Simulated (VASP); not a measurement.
# CdTe (F-43m) in VASP: a series of runs, part 2 of 2

VASP 6.6.1.

### Step 5. Dielectric tensor, PBE

Input file INCAR:

```
  PREC = Accurate
  ENCUT = 300
  EDIFF = 1E-8
  ISMEAR = 0
  SIGMA = 0.01
  LREAL = F
  LASPH = T
  NELM = 100
  ALGO = Normal
  ISIF = 2
  LWAVE = F
  LCHARG = F
  GGA = PE
  LEPSILON = T
```

Input file KPOINTS:

```
Automatic mesh
0
Gamma
  6 6 6
```

Input file POSCAR:

```
CdTe
1.0
    0.0000000000      3.2050000000      3.2050000000
    3.2050000000      0.0000000000      3.2050000000
    3.2050000000      3.2050000000      0.0000000000
Te Cd
1 1
Direct
    0.7500000000      0.7500000000      0.7500000000
    0.0000000000      0.0000000000      0.0000000000
```

Potentials or basis: VASP PAW PBE potentials, release 64 (Te, Cd).

Launch:

```
cat potpaw_PBE.64/Te/POTCAR potpaw_PBE.64/Cd/POTCAR > POTCAR
mpirun -np 1 vasp_std > vasp.out
```

OUTCAR:

```text
PREC = Accurate
   ENCUT = 300
   EDIFF = 1E-8
   ISMEAR = 0
   LREAL = F
   LASPH = T
   NELM = 100
   ISIF = 2
   GGA = PE
   LEPSILON = T

 Found     16 irreducible k-points:

 Following reciprocal coordinates:
            Coordinates               Weight
  0.000000  0.000000  0.000000      1.000000
  0.166667  0.000000  0.000000      8.000000
  0.333333  0.000000  0.000000      8.000000
  0.500000  0.000000  0.000000      4.000000
  0.166667  0.166667  0.000000      6.000000
  0.333333  0.166667  0.000000     24.000000
   k-points           NKPTS =     16   k-points in BZ     NKDIM =     16   number of bands    NBANDS=     13
   number of dos      NEDOS =    301   number of ions     NIONS =      2
   total plane-waves  NPLWV =  21952
   dimension x,y,z NGX =    28 NGY =   28 NGZ =   28
   dimension x,y,z NGXF=    56 NGYF=   56 NGZF=   56
   ions per type =               1   1
   NGX,Y,Z   is equivalent  to a cutoff of  10.27, 10.27, 10.27 a.u.
   NGXF,Y,Z  is equivalent  to a cutoff of  20.54, 20.54, 20.54 a.u.
 SYSTEM =  unknown system
   PREC   = accura    normal or accurate (medium, high low for compatibility)
   ISTART =      0    job   : 0-new  1-cont  2-samecut
   ICHARG =      2    charge: 1-file 2-atom 10-const
   ISPIN  =      1    spin polarized calculation?
   LNONCOLLINEAR =      F non collinear calculations
   LSORBIT =      F    spin-orbit coupling
   LASPH  =      T    aspherical Exc in radial PAW
   ENCUT  =  300.0 eV  22.05 Ry    4.70 a.u.   6.40  6.40  6.40*2*pi/ulx,y,z
   NELM   =    100;   NELMIN=  2; NELMDL= -5     # of ELM steps
[... 210 lines left out ...]

 PIEZOELECTRIC TENSOR FIELD DIRECTION 3  (e Angst)
 -----------------------------------------------------------------------------
    -0.00147  2.78359  0.00000           (  0.00001 -0.08110  0.00000)
     2.78359 -0.00147  0.00000           ( -0.08110  0.00001  0.00000)
     0.00000  0.00000  0.00075           (  0.00000  0.00000 -0.00000)

 PIEZOELECTRIC TENSOR FIELD DIRECTION 3  (C/m^2)
 -----------------------------------------------------------------------------
    -0.00036  0.67733  0.00000
     0.67733 -0.00036  0.00000
     0.00000  0.00000  0.00018

 MACROSCOPIC STATIC DIELECTRIC TENSOR (including local field effects in DFT)
 ------------------------------------------------------
          12.340873     0.000000     0.000000
          -0.000000    12.340873    -0.000000
           0.000000     0.000000    12.340873
 ------------------------------------------------------

 PIEZOELECTRIC TENSOR (including local field effects)  for field in x, y, z        (e  Angst)
          XX          YY          ZZ          XY          YZ          ZX
  --------------------------------------------------------------------------------
  x     0.00000     0.00000    -0.00000     0.00000     2.81255    -0.00000
  y     0.00000    -0.00000     0.00000    -0.00000    -0.00000     2.81255
  z     0.00000    -0.00000     0.00000     2.81255    -0.00000     0.00000

 PIEZOELECTRIC TENSOR (including local field effects)  for field in x, y, z        (C/m^2)
          XX          YY          ZZ          XY          YZ          ZX
  --------------------------------------------------------------------------------
  x     0.00000     0.00000    -0.00000     0.00000     0.68438    -0.00000
  y     0.00000    -0.00000     0.00000    -0.00000    -0.00000     0.68438
  z     0.00000    -0.00000     0.00000     0.68438    -0.00000     0.00000

 BORN EFFECTIVE CHARGES (including local field effects) (in |e|, cummulative output)
 ---------------------------------------------------------------------------------
 ion    1
    1    -2.34519     0.00000     0.00000
    2     0.00000    -2.34519    -0.00000
    3     0.00000     0.00000    -2.34519
 ion    2
    1     2.34519    -0.00000    -0.00000
    2    -0.00000     2.34519     0.00000
    3     0.00000     0.00000     2.34519
```

OSZICAR:

```text
N       E                     dE             d eps       ncg     rms          rms(c)
DAV:   1     0.688443570761E+02    0.68844E+02   -0.63731E+03   448   0.777E+02
[... 13 lines left out ...]
RMM:   7    -0.220925472509E+01   -0.22139E-02   -0.48357E-05  1809   0.397E-02    0.583E-03
RMM:   8    -0.220937966761E+01   -0.12494E-03    0.43876E-08  1956   0.699E-03    0.151E-03
RMM:   9    -0.220945729889E+01   -0.77631E-04   -0.18126E-06  1713   0.407E-03    0.316E-04
RMM:  10    -0.220946867085E+01   -0.11372E-04   -0.51072E-07  2033   0.654E-04    0.163E-04
RMM:  11    -0.220946252023E+01    0.61506E-05   -0.19830E-07  1803   0.320E-04    0.690E-05
RMM:  12    -0.220946031893E+01    0.22013E-05    0.15461E-07  1222   0.800E-05    0.264E-05
RMM:  13    -0.220946008793E+01    0.23100E-06    0.24368E-07  1063   0.694E-05    0.488E-06
```

Wall time 1.9 min (1 thread of Intel Xeon Platinum 8488C (Sapphire Rapids), shared host); peak memory 0.19 GiB.

These settings aren't checked as converged: the numbers below hold their error.

What came out:

| Quantity | Value |
| --- | --- |
| Band gap on the k mesh | 0.87 eV, direct |
| Electronic dielectric tensor (diagonal) | 12.34 |
| Born charges (mean of the diagonal) | Te -2.35; Cd +2.35 e |

Caveat: the cutoff is under 1.25 times the usual one of these potentials, so pressure, stress and relaxed cells hold a basis-set (Pulay) error; spin-orbit coupling is left out, which moves the levels of the heavy elements.

### Step 6. Dielectric tensor, PBE

Edit INCAR of step 5 so:

```diff
@@ -1,3 +1,3 @@
   PREC = Accurate
-  ENCUT = 300
+  ENCUT = 500
   EDIFF = 1E-8
```

Input file KPOINTS:

```
Automatic mesh
0
Gamma
  5 5 5
```

POSCAR is that of step 5.

Potentials or basis: VASP PAW PBE potentials, release 64 (Te, Cd).

Launch:

```
cat potpaw_PBE.64/Te/POTCAR potpaw_PBE.64/Cd/POTCAR > POTCAR
mpirun -np 1 vasp_std > vasp.out
```

OUTCAR:

```text
PREC = Accurate
   ENCUT = 500
   EDIFF = 1E-8
   ISMEAR = 0
   LREAL = F
   LASPH = T
   NELM = 100
   ISIF = 2
   GGA = PE
   LEPSILON = T

 Found     10 irreducible k-points:

 Following reciprocal coordinates:
            Coordinates               Weight
  0.000000  0.000000  0.000000      1.000000
  0.200000  0.000000  0.000000      8.000000
  0.400000  0.000000  0.000000      8.000000
  0.200000  0.200000  0.000000      6.000000
  0.400000  0.200000  0.000000     24.000000
 -0.400000  0.200000  0.000000     24.000000
   k-points           NKPTS =     10   k-points in BZ     NKDIM =     10   number of bands    NBANDS=     13
   number of dos      NEDOS =    301   number of ions     NIONS =      2
   total plane-waves  NPLWV =  46656
   dimension x,y,z NGX =    36 NGY =   36 NGZ =   36
   dimension x,y,z NGXF=    72 NGYF=   72 NGZF=   72
   ions per type =               1   1
   NGX,Y,Z   is equivalent  to a cutoff of  13.20, 13.20, 13.20 a.u.
   NGXF,Y,Z  is equivalent  to a cutoff of  26.41, 26.41, 26.41 a.u.
 SYSTEM =  unknown system
   PREC   = accura    normal or accurate (medium, high low for compatibility)
   ISTART =      0    job   : 0-new  1-cont  2-samecut
   ICHARG =      2    charge: 1-file 2-atom 10-const
   ISPIN  =      1    spin polarized calculation?
   LNONCOLLINEAR =      F non collinear calculations
   LSORBIT =      F    spin-orbit coupling
   LASPH  =      T    aspherical Exc in radial PAW
   ENCUT  =  500.0 eV  36.75 Ry    6.06 a.u.   8.26  8.26  8.26*2*pi/ulx,y,z
   NELM   =    100;   NELMIN=  2; NELMDL= -5     # of ELM steps
[... 210 lines left out ...]

 PIEZOELECTRIC TENSOR FIELD DIRECTION 3  (e Angst)
 -----------------------------------------------------------------------------
    -0.00102  3.14541  0.00000           (  0.00001 -0.09757  0.00000)
     3.14541 -0.00102  0.00000           ( -0.09757  0.00001  0.00000)
     0.00000  0.00000  0.00054           (  0.00000  0.00000 -0.00000)

 PIEZOELECTRIC TENSOR FIELD DIRECTION 3  (C/m^2)
 -----------------------------------------------------------------------------
    -0.00025  0.76537  0.00000
     0.76537 -0.00025  0.00000
     0.00000  0.00000  0.00013

 MACROSCOPIC STATIC DIELECTRIC TENSOR (including local field effects in DFT)
 ------------------------------------------------------
          15.444594     0.000000    -0.000000
          -0.000000    15.444594     0.000000
           0.000000     0.000000    15.444594
 ------------------------------------------------------

 PIEZOELECTRIC TENSOR (including local field effects)  for field in x, y, z        (e  Angst)
          XX          YY          ZZ          XY          YZ          ZX
  --------------------------------------------------------------------------------
  x     0.00000    -0.00000     0.00000    -0.00000     3.19267     0.00000
  y     0.00000    -0.00000     0.00000     0.00000    -0.00000     3.19267
  z     0.00000     0.00000     0.00000     3.19267     0.00000    -0.00000

 PIEZOELECTRIC TENSOR (including local field effects)  for field in x, y, z        (C/m^2)
          XX          YY          ZZ          XY          YZ          ZX
  --------------------------------------------------------------------------------
  x     0.00000    -0.00000     0.00000    -0.00000     0.77687     0.00000
  y     0.00000    -0.00000     0.00000     0.00000    -0.00000     0.77687
  z     0.00000     0.00000     0.00000     0.77687     0.00000    -0.00000

 BORN EFFECTIVE CHARGES (including local field effects) (in |e|, cummulative output)
 ---------------------------------------------------------------------------------
 ion    1
    1    -2.56945     0.00000     0.00000
    2     0.00000    -2.56945    -0.00000
    3     0.00000     0.00000    -2.56945
 ion    2
    1     2.56945     0.00000    -0.00000
    2    -0.00000     2.56945     0.00000
    3    -0.00000    -0.00000     2.56945
```

stdout:

```text
POSCAR found type information on POSCAR TeCd
 POSCAR found :  2 types and       2 ions
 scaLAPACK will be used
 LDA part: xc-table for (Slater+PW92), standard interpolation
 POSCAR, INCAR and KPOINTS ok, starting setup
 FFT: planning ... GRIDC
 FFT: planning ... GRID_SOFT
 FFT: planning ... GRID
 WAVECAR not read
 entering main loop
 Linear response reoptimize wavefunctions to high precision
 Linear response G [H, r] |phi>, progress :
  Direction:   1
 Linear response G [H, r] |phi>, progress :
  Direction:   2
 Linear response G [H, r] |phi>, progress :
  Direction:   3
 Linear response to external field (no local field effect), progress :
  Direction:   1
 dielectric tensor                  component  1 :    17.207     5.173     1.895
 Linear response to external field (no local field effect), progress :
  Direction:   2
 dielectric tensor                  component  2 :     5.172    17.332    -1.998
 Linear response to external field (no local field effect), progress :
  Direction:   3
 dielectric tensor                  component  3 :     1.897    -1.999    12.558
 Linear response to external field, progress :
  Direction:   1
 dielectric tensor                  component  1 :    15.445     3.260     0.721
 Linear response to external field, progress :
  Direction:   2
 dielectric tensor                  component  2 :     3.258    15.445     0.617
 Linear response to external field, progress :
  Direction:   3
 dielectric tensor                  component  3 :     2.406     1.574    15.445
 Born effective charges drift removed
```

It took 3 min on 1 thread of Intel Xeon Platinum 8488C (Sapphire Rapids), shared host; peak memory 0.26 GiB.

These settings aren't checked as converged: the numbers below hold their error.

What came out:

```yaml
Band_gap_on_the_k_mesh: 0.87 eV, direct
Electronic_dielectric_tensor_diagonal: 15.44
Born_charges_mean_of_the_diagonal: Te -2.57; Cd +2.57 e
```

Caveat: spin-orbit coupling is left out, which moves the levels of the heavy elements.

### Step 7. For comparison

An earlier run on the cell as given: functional PBEsol; potentials or basis VASP PAW PBE potentials, release 64 (Te, Cd); cutoff 520 eV; k mesh 7 × 7 × 7; occupations fermi-dirac, width 0.05 eV; no spin polarisation.

* Pressure: 1.9 GPa
* Band gap on the k mesh: 0.76 eV, direct
